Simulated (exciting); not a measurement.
Sn, 1 atom in the cell. The structure is cubic, space group Im-3m (No. 229). Conventional cell: a = 3.839 Å, b = 3.839 Å, c = 3.839 Å, α = 90.00°, β = 90.00°, γ = 90.00°. Around Sn (site symmetry m-3m) lie 8 Sn at 3.32 Å. This isn't the form of Sn at room conditions, which is tetragonal (white tin).

* Program: exciting (release sodium)
* Task: band structure
* Functional: PBE
* Potentials or basis: all-electron LAPW+lo, shipped species files, valence relativity iora*
* rgkmax: 9
* k mesh: 10 × 10 × 10
* Occupations: methfessel-paxton, width 0.1 eV
* Spin: no spin polarisation
* outputlevel: normal
* gmaxvr (cutoff of density and potential): 14 1/bohr
* lmaxapw (and lmaxmat): 10
* lmaxvr: 8
* nempty: 8
* Valence relativity: iora*
* epsengy: 1e-05 Ha
* epspot: 1e-05 Ha
* maxscl: 60
* Muffin-tin radii: Sn 2.3 bohr

Potentials or basis: all-electron LAPW+lo, shipped species files, valence relativity iora*.

Launch:

```console
$ OMP_NUM_THREADS=1 exciting_smp
```

Hardware: 1 thread of Arm Neoverse V2 (shared host).

How long does it take, and how much memory?

Run time: 50 s on 1 thread of Arm Neoverse V2, on a shared host, peak memory 0.1 GiB. Counts: scf iterations 13, plane waves 204.
